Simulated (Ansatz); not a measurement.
# TaSi2: compression at zero temperature

A pressure series on TaSi2 (-2 to 20 GPa): equation of state, axes and gap.

Method: DFT PBE, scalar-relativistic, plane waves, PAW, in Ansatz 0.2.0.

1 further run of the same task is left out (set aside as unsound or not needed).

### Step 1. Starting point

Symmetry: P6_422, No. 181, hexagonal system. The conventional cell has a = 4.805 Å, b = 4.805 Å, c = 6.599 Å, α = 90.00°, β = 90.00°, γ = 120.00°. Around Ta (site symmetry 222) lie 10 Si at 2.62 to 2.84 Å. Si (site symmetry 2) is surrounded by 5 Si at 2.57 to 2.84 Å and 5 Ta at 2.62 to 2.84 Å.

Structure file:

```
CELL_PARAMETERS angstrom
4.80501 0.00000 0.00000
-2.40251 4.16126 0.00000
0.00000 0.00000 6.59864
ATOMIC_POSITIONS crystal
Ta 0.50000 0.00000 0.00000
Ta 0.50000 0.50000 0.66667
Ta 0.00000 0.50000 0.33333
Si 0.15892 0.31783 0.00000
Si 0.84108 0.15892 0.66667
Si 0.68217 0.84108 0.33333
Si 0.84108 0.68217 0.00000
Si 0.15892 0.84108 0.66667
Si 0.31783 0.15892 0.33333
```

This cell was relaxed beforehand with the same method: volume 14.66 Å³/atom, gap on the mesh none (metal).

### Step 2. Relaxing at -2 GPa

File input.yaml:

```yaml
crystal:
  lattice:
    - [4.8360568252, 0.0, 0.0]
    - [-2.4180284126, 4.1881480647, 0.0]
    - [0.0, 0.0, 6.6412731389]
  atoms:
    - { symbol: Ta, position: [0.5, 0.0, 0.0] }
    - { symbol: Ta, position: [0.5, 0.5, 0.6666666667] }
    - { symbol: Ta, position: [0.0, 0.5, 0.3333333333] }
    - { symbol: Si, position: [0.1589152983, 0.3178305965, 0.0] }
    - { symbol: Si, position: [0.8410847017, 0.1589152983, 0.6666666667] }
    - { symbol: Si, position: [0.6821694035, 0.8410847017, 0.3333333333] }
    - { symbol: Si, position: [0.8410847017, 0.6821694035, 0.0] }
    - { symbol: Si, position: [0.1589152983, 0.8410847017, 0.6666666667] }
    - { symbol: Si, position: [0.3178305965, 0.1589152983, 0.3333333333] }
basis:
  ecutwfc: 420
kpoints:
  mp_grid: { grid: [9, 9, 6] }
hamiltonian:
  xc: pbe
scf:
  occupations: { method: gaussian, width: 0.1 }
output:
  forces: true
  stress: true
  eigenvalues: true
relax:
  adjacent_minimum: "off"
  f_tol: 0.008
  max_steps: 50
  cell: { stress_tol: 0.08, p_target: -2.0 }
```

Further runs follow: target pressure 2 GPa; relaxing at 5 GPa; relaxing at 10 GPa; target pressure 20 GPa.

Q: Predict the outcome of this session. Wanted: bulk modulus B0; B0'.

The runs gave:

| quantity | value |
| --- | --- |
| volume at 20 GPa | 13.40 Å³/atom, V/V0 = 0.914 |
| bulk modulus B0 (third-order Birch-Murnaghan) | 183 GPa |
| B0' | 4.3 |

In words: Up to 20 GPa the volume falls by 8.6 %. The points follow one equation of state, B0 = 183 GPa. The cell gives way unevenly: a -3.3 %, b -3.3 %, c -2.3 %. Other structures may take over in this range; these runs cannot find them. The runs treat Ta without spin-orbit coupling.
